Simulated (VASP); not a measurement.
# Bi (Pm-3m) in VASP: notebook

Runs on Bi. Level: PBEsol. Tasks: single point.

Program: VASP 6.6.1. These are calculated values, not measurements. Logs are shortened: lines on timing, memory, paths and dates and some standing lists are left out, and cuts for length are marked.

## (1) The cell of the first run

Symmetry: Pm-3m, No. 221, cubic system. The conventional cell has a = 3.130 Å, b = 3.130 Å, c = 3.130 Å, α = 90.00°, β = 90.00°, γ = 90.00°. Around Bi (site symmetry m-3m) lie 6 Bi at 3.13 Å.

This isn't the form of Bi at room conditions, which is rhombohedral.

## (2) Single point, PBEsol (As replaced by Bi, lengths x 1.146, strained and moved within the space group)

Input file INCAR:

```
ALGO = Fast
EDIFF = 1E-7
ENCUT = 520
GGA = PS
ISIF = 2
ISMEAR = 0
LASPH = True
LCHARG = True
LELF = True
LREAL = False
LVHAR = True
LWAVE = False
NBANDS = 14
NELM = 60
PREC = Accurate
SIGMA = 0.1
```

Input file KPOINTS:

```
k-points
0
Gamma
  6 6 6
```

Input file POSCAR:

```
Bi
1.0
    3.1300310896      0.0000000000      0.0000000000
    0.0000000000      3.1300310896      0.0000000000
    0.0000000000      0.0000000000      3.1300310896
Bi
1
Direct
    0.5000000000      0.5000000000      0.5000000000
```

Potentials or basis: VASP PAW PBE potentials, release 64 (Bi_d).

On the command line:

```console
> cat potpaw_PBE.64/Bi_d/POTCAR > POTCAR
> mpirun -np 1 vasp_std > vasp.out
```

OUTCAR:

```text
EDIFF = 1E-7
   ENCUT = 520
   GGA = PS
   ISIF = 2
   ISMEAR = 0
   LASPH = True
   LREAL = False
   NELM = 60
   PREC = Accurate

 ion  position               nearest neighbor table
   1  0.500  0.500  0.500-

  LATTYP: Found a simple cubic cell.
 ALAT       =     3.1300310896

  Lattice vectors:

 A1 = (   3.1300310896,   0.0000000000,   0.0000000000)
 A2 = (   0.0000000000,   3.1300310896,   0.0000000000)
 A3 = (   0.0000000000,   0.0000000000,   3.1300310896)

Analysis of symmetry for initial positions (statically):
=====================================================================
 Subroutine PRICEL returns:
 Original cell was already a primitive cell.

 Routine SETGRP: Setting up the symmetry group for a
 simple cubic supercell.

 Subroutine GETGRP returns: Found 48 space group operations
 (whereof 48 operations were pure point group operations)
 out of a pool of 48 trial point group operations.

The static configuration has the point symmetry O_h .

Analysis of symmetry for dynamics (positions and initial velocities):
=====================================================================
 Subroutine PRICEL returns:
 Original cell was already a primitive cell.

 Routine SETGRP: Setting up the symmetry group for a
 simple cubic supercell.

 Subroutine GETGRP returns: Found 48 space group operations
 (whereof 48 operations were pure point group operations)
 out of a pool of 48 trial point group operations.

The dynamic configuration has the point symmetry O_h .

 Subroutine INISYM returns: Found 48 space group operations
 (whereof 48 operations are pure point group operations),
 and found     1 'primitive' translations

----------------------------------------------------------------------------------------

                                     Primitive cell

  volume of cell :      30.6652

  direct lattice vectors                    reciprocal lattice vectors
     3.130031090  0.000000000  0.000000000     0.319485645  0.000000000  0.000000000
     0.000000000  3.130031090  0.000000000     0.000000000  0.319485645  0.000000000
     0.000000000  0.000000000  3.130031090     0.000000000  0.000000000  0.319485645

  length of vectors
     3.130031090  3.130031090  3.130031090     0.319485645  0.319485645  0.319485645

  position of ions in fractional coordinates (direct lattice)
     0.500000000  0.500000000  0.500000000

  ion indices of the primitive-cell ions
   primitive index   ion index
                 1           1

----------------------------------------------------------------------------------------

 KPOINTS: k-points

Automatic generation of k-mesh.
 Grid dimensions read from file:
 generate k-points for:    6    6    6

 Generating k-lattice:

  Cartesian coordinates                     Fractional coordinates (reciprocal lattice)
     0.053247607  0.000000000  0.000000000     0.166666667  0.000000000  0.000000000
     0.000000000  0.053247607  0.000000000     0.000000000  0.166666667  0.000000000
     0.000000000  0.000000000  0.053247607     0.000000000  0.000000000  0.166666667

  Length of vectors
     0.053247607  0.053247607  0.053247607

  Shift w.r.t. Gamma in fractional coordinates (k-lattice)
     0.000000000  0.000000000  0.000000000

 Subroutine IBZKPT returns following result:
 ===========================================

 Found     20 irreducible k-points:

 Following reciprocal coordinates:
            Coordinates               Weight
  0.000000  0.000000  0.000000      1.000000
  0.166667  0.000000  0.000000      6.000000
  0.333333  0.000000  0.000000      6.000000
  0.500000  0.000000  0.000000      3.000000
  0.166667  0.166667  0.000000     12.000000
  0.333333  0.166667  0.000000     24.000000
[... 12 lines left out ...]
  0.500000  0.500000  0.333333      6.000000
  0.500000  0.500000  0.500000      1.000000
   k-points           NKPTS =     20   k-points in BZ     NKDIM =     20   number of bands    NBANDS=     14
   number of dos      NEDOS =    301   number of ions     NIONS =      1
   total plane-waves  NPLWV =  13824
   dimension x,y,z NGX =    24 NGY =   24 NGZ =   24
   dimension x,y,z NGXF=    48 NGYF=   48 NGZF=   48
   ions per type =               1
   NGX,Y,Z   is equivalent  to a cutoff of  12.75, 12.75, 12.75 a.u.
   NGXF,Y,Z  is equivalent  to a cutoff of  25.49, 25.49, 25.49 a.u.
 SYSTEM =  unknown system
   PREC   = accura    normal or accurate (medium, high low for compatibility)
   ISTART =      0    job   : 0-new  1-cont  2-samecut
   ICHARG =      2    charge: 1-file 2-atom 10-const
   ISPIN  =      1    spin polarized calculation?
   LNONCOLLINEAR =      F non collinear calculations
   LSORBIT =      F    spin-orbit coupling
   LASPH  =      T    aspherical Exc in radial PAW
   ENCUT  =  520.0 eV  38.22 Ry    6.18 a.u.   5.82  5.82  5.82*2*pi/ulx,y,z
   NELM   =     60;   NELMIN=  2; NELMDL= -5     # of ELM steps
   EDIFF  = 0.1E-06   stopping-criterion for ELM
   LREAL  =      F    real-space projection
   EDIFFG = 0.1E-05   stopping-criterion for IOM
   NSW    =      0    number of steps for IOM
   IBRION =     -1    ionic relax: 0-MD 1-quasi-New 2-CG
   NFREE  =      0    steps in history (QN), initial steepest desc. (CG)
   ISIF   =      2    stress and relaxation
   ISYM   =      2    0-nonsym 1-usesym 2-fastsym
   POTIM  = 0.5000    time-step for ionic-motion
   TEBEG  =    0.0;   TEEND  =   0.0 temperature during run
   PSTRESS=    0.0 pullay stress
   NELECT =      15.0000    total number of electrons
   NUPDOWN=      -1.0000    fix difference up-down
   EMIN   =  10.00;   EMAX   =-10.00  energy-range for DOS
   EFERMI =   0.00;   METHOD = LEGACY
   ISMEAR =     0;   SIGMA  =   0.10  broadening in eV -4-tet -1-fermi 0-gaus
   EFERMI_NEDOS =   21; number of points for ismear=-14 and -15
   IALGO  =     68    algorithm
   IMIX   =      4    mixing-type and parameters
     AMIX     =   0.40;   BMIX     =  1.00
     AMIX_MAG =   1.60;   BMIX_MAG =  1.00
  volume/ion in A,a.u.               =      30.67       206.94
  Fermi-wavevector in a.u.,A,eV,Ry     =   1.289902  2.437561 22.638003  1.663846
  Thomas-Fermi vector in A             =   2.421766
   LORBIT       =      0    0 simple, 1 ext, 2 COOP (PROOUT), +10 PAW based schemes
   GGA     = PS    functional components
   LHFCALC =     F    Hartree Fock is set to
   AEXX    =    0.0000 exact exchange contribution
   IVDW    =     0    specifies the selected vdW correction
   LEPSILON=     F    determine dielectric tensor
   LRPA    =     F    only Hartree local field effects (RPA)
 non-spin polarized calculation
 RMM-DIIS sequential band-by-band and
 Gauss-broadening in eV      SIGMA  =   0.10
  energy-cutoff  :      520.00
  volume of cell :       30.67
 maximum number of plane-waves:       844
 NGX is ok and might be reduce to    24
   NGX = 11   NGY = 11   NGZ = 11

 number of electron      14.9999990 magnetization

 Free energy of the ion-electron system (eV)
  ---------------------------------------------------
  ext. energy  EPLUGINS =         0.00000000
  ---------------------------------------------------
  free energy    TOTEN  =        -4.28131467 eV

  energy without entropy =       -4.28099999  energy(sigma->0) =       -4.28115733

 E-fermi :   8.0184     XC(G=0): -10.3690

 val. band max:        7.8610006375   @ k =   0.1667   0.0000   0.0000
 cond. band min:       8.1909200480   @ k =   0.1667   0.1667   0.0000
 fundamental gap:      0.3299194105
 Fermi energy:         8.0184464619

 k-point     1 :       0.0000    0.0000    0.0000
  band No.  band energies     occupation
      1     -15.2222      2.00000
      2     -15.2222      2.00000
      3     -14.7548      2.00000
      4     -14.7548      2.00000
      5     -14.7548      2.00000
      6      -6.0939      2.00000
      7      11.2626      0.00000
      8      11.2626      0.00000
      9      11.2626      0.00000
     10      14.7057      0.00000
     11      16.0180      0.00000
     12      16.0180      0.00000
     13      25.2072      0.00000
     14      25.2072      0.00000

 k-point     2 :       0.1667    0.0000    0.0000
  band No.  band energies     occupation
      1     -15.2168      2.00000
      2     -15.1280      2.00000
      3     -14.7858      2.00000
      4     -14.7858      2.00000
      5     -14.7523      2.00000
      6      -5.6985      2.00000
      7       7.8610      1.97403
      8      11.7054      0.00000
      9      11.7054      0.00000
     10      15.4493      0.00000
     11      16.2798      0.00000
     12      19.6192      0.00000
     13      23.2766      0.00000
     14      24.3594      0.00000

 k-point     3 :       0.3333    0.0000    0.0000
  band No.  band energies     occupation
      1     -15.2060      2.00000
      2     -14.9401      2.00000
      3     -14.8471      2.00000
      4     -14.8471      2.00000
      5     -14.7473      2.00000
      6      -4.6238      2.00000
      7       3.9678      2.00000
      8      12.7921      0.00000
      9      12.7921      0.00000
     10      16.4239      0.00000
     11      17.0780      0.00000
     12      20.6542      0.00000
     13      20.9991      0.00000
     14      21.8408      0.00000
[... 256 lines left out ...]
 k-point    19 :       0.5000    0.5000    0.3333
  band No.  band energies     occupation
      1     -15.0239      2.00000
      2     -14.9804      2.00000
      3     -14.9804      2.00000
      4     -14.6934      2.00000
      5     -14.5837      2.00000
      6      -0.0099      2.00000
      7       5.6411      2.00000
      8       5.6411      2.00000
      9       8.3680      0.00000
     10      11.6722      0.00000
     11      14.5276      0.00000
     12      14.5276      0.00000
     13      16.1693      0.00000
     14      29.7435      0.00000

 k-point    20 :       0.5000    0.5000    0.5000
  band No.  band energies     occupation
      1     -15.0185      2.00000
      2     -15.0185      2.00000
      3     -15.0185      2.00000
      4     -14.5817      2.00000
      5     -14.5817      2.00000
      6       0.9073      2.00000
      7       6.2933      2.00000
      8       6.2933      2.00000
      9       6.2933      2.00000
     10      13.1927      0.00000
     11      13.1927      0.00000
     12      13.1927      0.00000
     13      13.8740      0.00000
     14      31.1543      0.00000

------------------------ aborting loop because EDIFF is reached ----------------------------------------

  FORCE on cell =-STRESS in cart. coord.  units (eV):
  Direction    XX          YY          ZZ          XY          YZ          ZX
  --------------------------------------------------------------------------------------
  -------------------------------------------------------------------------------------
  Total        1.1766574      1.1766574      1.1766574      0.0000000      0.0000000      0.0000000
  in kB       61.4772828     61.4772828     61.4772828      0.0000000      0.0000000      0.0000000
  external PRESSURE =      61.4772828 kB  Pullay stress =       0.0000000 kB

 VOLUME and BASIS-vectors are now :
 -----------------------------------------------------------------------------
  energy-cutoff  :      520.00
  volume of cell :       30.67
      direct lattice vectors                 reciprocal lattice vectors
     3.130031090  0.000000000  0.000000000     0.319485645  0.000000000  0.000000000
     0.000000000  3.130031090  0.000000000     0.000000000  0.319485645  0.000000000
     0.000000000  0.000000000  3.130031090     0.000000000  0.000000000  0.319485645

 POSITION                                       TOTAL-FORCE (eV/Angst)
 -----------------------------------------------------------------------------------
      1.56502      1.56502      1.56502         0.000000      0.000000      0.000000
 -----------------------------------------------------------------------------------
    total drift:                                0.000000     -0.000000     -0.000000

  FREE ENERGIE OF THE ION-ELECTRON SYSTEM (eV)
  ---------------------------------------------------
  free  energy   TOTEN  =        -4.2813146697 eV

  energy  without entropy=       -4.2809999859  energy(sigma->0) =       -4.28115733
```

Wall time 17 s (1 thread of Intel Xeon Platinum 8175M at 2.50GHz (Skylake/Cascade Lake), shared host); peak memory 0.13 GiB.

What came out:

```yaml
Free_energy: -4.2813 eV
Pressure: 6.1 GPa
Band_gap_on_the_k_mesh: none (metal or under the smearing width)
```

Caveat: the PAW data sets were made with another functional, which shifts forces and pressure a little; spin-orbit coupling is left out, which moves the levels of the heavy elements.

(Continued in part 2 of 2.)
